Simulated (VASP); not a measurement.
# N (P2_13) in VASP: single point with PBE

Aim: the single point of N with PBE.

Program: VASP 6.6.1. These are calculated values, not measurements. Logs are shortened: lines on timing, memory, paths and dates and some standing lists are left out, and cuts for length are marked.

## (1) The structure

Symmetry: P2_13, No. 198, cubic system. The conventional cell has a = 5.649 Å, b = 5.649 Å, c = 5.649 Å, α = 90.00°, β = 90.00°, γ = 90.00°. Around N (site symmetry 3) lie 12 N at 3.78 to 4.25 Å.

## (2) Single point, PBE

Input file INCAR:

```
PREC = Accurate ; ENCUT = 520
EDIFF = 1E-6 ; ISMEAR = 0
SIGMA = 0.1 ; LREAL = False
LASPH = True ; NELM = 100
ALGO = Normal ; ISIF = 2
LWAVE = False ; LCHARG = False
GGA = PE ; NBANDS = 18
```

Input file KPOINTS:

```
regular mesh
0
Gamma
  4 4 4
```

Input file POSCAR:

```
N
1.0
    5.6490000000      0.0000000000      0.0000000000
    0.0000000000      5.6490000000      0.0000000000
    0.0000000000      0.0000000000      5.6490000000
N
4
Direct
    0.0300000000      0.0300000000      0.0300000000
    0.4700000000      0.9700000000      0.5300000000
    0.5300000000      0.4700000000      0.9700000000
    0.9700000000      0.5300000000      0.4700000000
```

Potentials or basis: VASP PAW PBE potentials, release 64 (N).

On the command line:

```console
$ cat potpaw_PBE.64/N/POTCAR > POTCAR
$ mpirun -np 1 vasp_std > vasp.out
```

OUTCAR:

```text
PREC = Accurate
   ENCUT = 520
   EDIFF = 1E-6
   ISMEAR = 0
   LREAL = False
   LASPH = True
   NELM = 100
   ISIF = 2
   GGA = PE

 ion  position               nearest neighbor table
   1  0.030  0.030  0.030-
   2  0.470  0.970  0.530-
   3  0.530  0.470  0.970-
   4  0.970  0.530  0.470-

  LATTYP: Found a simple cubic cell.
 ALAT       =     5.6490000000

  Lattice vectors:

 A1 = (   5.6490000000,   0.0000000000,   0.0000000000)
 A2 = (   0.0000000000,   5.6490000000,   0.0000000000)
 A3 = (   0.0000000000,   0.0000000000,   5.6490000000)

Analysis of symmetry for initial positions (statically):
=====================================================================
 Subroutine PRICEL returns:
 Original cell was already a primitive cell.

 Routine SETGRP: Setting up the symmetry group for a
 simple cubic supercell.

 Subroutine GETGRP returns: Found 12 space group operations
 (whereof  3 operations were pure point group operations)
 out of a pool of 48 trial point group operations.

The static configuration has the point symmetry C_3 .
 The point group associated with its full space group is T   .

Analysis of symmetry for dynamics (positions and initial velocities):
=====================================================================
 Subroutine PRICEL returns:
 Original cell was already a primitive cell.

 Routine SETGRP: Setting up the symmetry group for a
 simple cubic supercell.

 Subroutine GETGRP returns: Found 12 space group operations
 (whereof  3 operations were pure point group operations)
 out of a pool of 48 trial point group operations.

The dynamic configuration has the point symmetry C_3 .
 The point group associated with its full space group is T   .

 Subroutine INISYM returns: Found 12 space group operations
 (whereof  3 operations are pure point group operations),
 and found     1 'primitive' translations

----------------------------------------------------------------------------------------

                                     Primitive cell

  volume of cell :     180.2664

  direct lattice vectors                    reciprocal lattice vectors
     5.649000000  0.000000000  0.000000000     0.177022482  0.000000000  0.000000000
     0.000000000  5.649000000  0.000000000     0.000000000  0.177022482  0.000000000
     0.000000000  0.000000000  5.649000000     0.000000000  0.000000000  0.177022482

  length of vectors
     5.649000000  5.649000000  5.649000000     0.177022482  0.177022482  0.177022482

  position of ions in fractional coordinates (direct lattice)
     0.030000000  0.030000000  0.030000000
     0.470000000  0.970000000  0.530000000
     0.530000000  0.470000000  0.970000000
     0.970000000  0.530000000  0.470000000

  ion indices of the primitive-cell ions
   primitive index   ion index
                 1           1
                 2           2
                 3           3
                 4           4

----------------------------------------------------------------------------------------

 KPOINTS: regular mesh

Automatic generation of k-mesh.
 Grid dimensions read from file:
 generate k-points for:    4    4    4

 Generating k-lattice:

  Cartesian coordinates                     Fractional coordinates (reciprocal lattice)
     0.044255620  0.000000000  0.000000000     0.250000000  0.000000000  0.000000000
     0.000000000  0.044255620  0.000000000     0.000000000  0.250000000  0.000000000
     0.000000000  0.000000000  0.044255620     0.000000000  0.000000000  0.250000000

  Length of vectors
     0.044255620  0.044255620  0.044255620

  Shift w.r.t. Gamma in fractional coordinates (k-lattice)
     0.000000000  0.000000000  0.000000000

 Subroutine IBZKPT returns following result:
 ===========================================

 Found     11 irreducible k-points:

 Following reciprocal coordinates:
            Coordinates               Weight
  0.000000  0.000000  0.000000      1.000000
  0.250000  0.000000  0.000000      6.000000
  0.500000  0.000000  0.000000      3.000000
  0.250000  0.250000  0.000000     12.000000
  0.500000  0.250000  0.000000      6.000000
 -0.250000  0.500000  0.000000      6.000000
  0.500000  0.500000  0.000000      3.000000
  0.250000  0.250000  0.250000      8.000000
  0.500000  0.250000  0.250000     12.000000
  0.500000  0.500000  0.250000      6.000000
  0.500000  0.500000  0.500000      1.000000
   k-points           NKPTS =     11   k-points in BZ     NKDIM =     11   number of bands    NBANDS=     18
   number of dos      NEDOS =    301   number of ions     NIONS =      4
   total plane-waves  NPLWV =  74088
   dimension x,y,z NGX =    42 NGY =   42 NGZ =   42
   dimension x,y,z NGXF=    84 NGYF=   84 NGZF=   84
   ions per type =               4
   NGX,Y,Z   is equivalent  to a cutoff of  12.36, 12.36, 12.36 a.u.
   NGXF,Y,Z  is equivalent  to a cutoff of  24.72, 24.72, 24.72 a.u.
 SYSTEM =  unknown system
   PREC   = accura    normal or accurate (medium, high low for compatibility)
   ISTART =      0    job   : 0-new  1-cont  2-samecut
   ICHARG =      2    charge: 1-file 2-atom 10-const
   ISPIN  =      1    spin polarized calculation?
   LNONCOLLINEAR =      F non collinear calculations
   LSORBIT =      F    spin-orbit coupling
   LASPH  =      T    aspherical Exc in radial PAW
   ENCUT  =  520.0 eV  38.22 Ry    6.18 a.u.  10.50 10.50 10.50*2*pi/ulx,y,z
   NELM   =    100;   NELMIN=  2; NELMDL= -5     # of ELM steps
   EDIFF  = 0.1E-05   stopping-criterion for ELM
   LREAL  =      F    real-space projection
   EDIFFG = 0.1E-04   stopping-criterion for IOM
   NSW    =      0    number of steps for IOM
   IBRION =     -1    ionic relax: 0-MD 1-quasi-New 2-CG
   NFREE  =      0    steps in history (QN), initial steepest desc. (CG)
   ISIF   =      2    stress and relaxation
   ISYM   =      2    0-nonsym 1-usesym 2-fastsym
   POTIM  = 0.5000    time-step for ionic-motion
   TEBEG  =    0.0;   TEEND  =   0.0 temperature during run
   PSTRESS=    0.0 pullay stress
   NELECT =      20.0000    total number of electrons
   NUPDOWN=      -1.0000    fix difference up-down
   EMIN   =  10.00;   EMAX   =-10.00  energy-range for DOS
   EFERMI =   0.00;   METHOD = LEGACY
   ISMEAR =     0;   SIGMA  =   0.10  broadening in eV -4-tet -1-fermi 0-gaus
   EFERMI_NEDOS =   21; number of points for ismear=-14 and -15
   IALGO  =     38    algorithm
   IMIX   =      4    mixing-type and parameters
     AMIX     =   0.40;   BMIX     =  1.00
     AMIX_MAG =   1.60;   BMIX_MAG =  1.00
  volume/ion in A,a.u.               =      45.07       304.12
  Fermi-wavevector in a.u.,A,eV,Ry     =   0.786647  1.486547  8.419470  0.618814
  Thomas-Fermi vector in A             =   1.891228
   LORBIT       =      0    0 simple, 1 ext, 2 COOP (PROOUT), +10 PAW based schemes
   GGA     = PE    functional components
   LHFCALC =     F    Hartree Fock is set to
   AEXX    =    0.0000 exact exchange contribution
   IVDW    =     0    specifies the selected vdW correction
   LEPSILON=     F    determine dielectric tensor
   LRPA    =     F    only Hartree local field effects (RPA)
 non-spin polarized calculation
 Gauss-broadening in eV      SIGMA  =   0.10
  energy-cutoff  :      520.00
  volume of cell :      180.27
 maximum number of plane-waves:      4945
   NGX = 21   NGY = 21   NGZ = 21

 number of electron      20.0000000 magnetization

 Free energy of the ion-electron system (eV)
  ---------------------------------------------------
  ext. energy  EPLUGINS =         0.00000000
  ---------------------------------------------------
  free energy    TOTEN  =        -2.60376533 eV

  energy without entropy =       -2.45692197  energy(sigma->0) =       -2.53034365

 E-fermi :  -5.4781     XC(G=0):  -5.0742

 val. band max:       -5.4913191563   @ k =   0.0000   0.0000   0.0000
 cond. band min:      -5.4649332647   @ k =   0.5000   0.5000   0.0000
 fundamental gap:      0.0263858916
 Fermi energy:        -5.4780752391

 k-point     1 :       0.0000    0.0000    0.0000
  band No.  band energies     occupation
      1     -17.2050      2.00000
      2     -17.0097      2.00000
      3     -17.0097      2.00000
      4     -17.0097      2.00000
      5      -5.9312      2.00000
      6      -5.9312      2.00000
[... 10 lines left out ...]
     17       0.9604      0.00000
     18       4.6568      0.00000

 k-point     2 :       0.2500    0.0000    0.0000
  band No.  band energies     occupation
      1     -17.1784      2.00000
      2     -17.0469      2.00000
      3     -17.0073      2.00000
      4     -17.0007      2.00000
      5      -5.8864      2.00000
      6      -5.8842      2.00000
[... 10 lines left out ...]
     17       1.3568      0.00000
     18       3.6569      0.00000

 k-point     3 :       0.5000    0.0000    0.0000
  band No.  band energies     occupation
      1     -17.1139      2.00000
      2     -17.1139      2.00000
      3     -17.0027      2.00000
      4     -17.0027      2.00000
      5      -5.7711      1.99997
      6      -5.7711      1.99997
[... 10 lines left out ...]
     17       2.3707      0.00000
     18       2.3707      0.00000

 k-point     4 :       0.2500    0.2500    0.0000
  band No.  band energies     occupation
      1     -17.1556      2.00000
      2     -17.0535      2.00000
      3     -17.0199      2.00000
      4     -17.0036      2.00000
      5      -5.8690      2.00000
      6      -5.8275      2.00000
[... 102 lines left out ...]
      4     -17.0245      2.00000
      5      -5.9228      2.00000
      6      -5.9228      2.00000
[... 10 lines left out ...]
     17       2.9582      0.00000
     18       2.9582      0.00000

 k-point    10 :       0.5000    0.5000    0.2500
  band No.  band energies     occupation
      1     -17.0747      2.00000
      2     -17.0747      2.00000
      3     -17.0393      2.00000
      4     -17.0393      2.00000
      5      -5.9685      2.00000
      6      -5.9685      2.00000
[... 10 lines left out ...]
     17       3.6624      0.00000
     18       3.6710      0.00000

 k-point    11 :       0.5000    0.5000    0.5000
  band No.  band energies     occupation
      1     -17.0564      2.00000
      2     -17.0564      2.00000
      3     -17.0564      2.00000
      4     -17.0564      2.00000
      5      -6.0184      2.00000
      6      -6.0184      2.00000
[... 10 lines left out ...]
     17       4.2222      0.00000
     18       4.2222      0.00000

------------------------ aborting loop because EDIFF is reached ----------------------------------------

  FORCE on cell =-STRESS in cart. coord.  units (eV):
  Direction    XX          YY          ZZ          XY          YZ          ZX
  --------------------------------------------------------------------------------------
  -------------------------------------------------------------------------------------
  Total       -4.3738211     -4.3738211     -4.3738211      0.0000000     -0.0000000      0.0000000
  in kB      -38.8737888    -38.8737888    -38.8737888      0.0000000     -0.0000000      0.0000000
  external PRESSURE =     -38.8737888 kB  Pullay stress =       0.0000000 kB

 VOLUME and BASIS-vectors are now :
 -----------------------------------------------------------------------------
  energy-cutoff  :      520.00
  volume of cell :      180.27
      direct lattice vectors                 reciprocal lattice vectors
     5.649000000  0.000000000  0.000000000     0.177022482  0.000000000  0.000000000
     0.000000000  5.649000000  0.000000000     0.000000000  0.177022482  0.000000000
     0.000000000  0.000000000  5.649000000     0.000000000  0.000000000  0.177022482

 POSITION                                       TOTAL-FORCE (eV/Angst)
 -----------------------------------------------------------------------------------
      0.16947      0.16947      0.16947         0.207782      0.207782      0.207782
      2.65503      5.47953      2.99397        -0.207782     -0.207782      0.207782
      2.99397      2.65503      5.47953         0.207782     -0.207782     -0.207782
      5.47953      2.99397      2.65503        -0.207782      0.207782     -0.207782
 -----------------------------------------------------------------------------------
    total drift:                                0.000000      0.000000      0.000000

  FREE ENERGIE OF THE ION-ELECTRON SYSTEM (eV)
  ---------------------------------------------------
  free  energy   TOTEN  =        -2.6037653295 eV

  energy  without entropy=       -2.4569219689  energy(sigma->0) =       -2.53034365
```

It took 12 s on 1 thread of Intel Xeon 6975P-C (Granite Rapids), shared host; peak memory 0.25 GiB.

What came out:

```
Free energy            : -2.6038 eV
Pressure               : -3.9 GPa
Largest force          : 0.360 eV/Å
Band gap on the k mesh : none (metal or under the smearing width)
```

Forces in eV/Å, atoms in the order of the input:
```
N    0.208  0.208  0.208
N   -0.208 -0.208  0.208
N    0.208 -0.208 -0.208
N   -0.208  0.208 -0.208
```
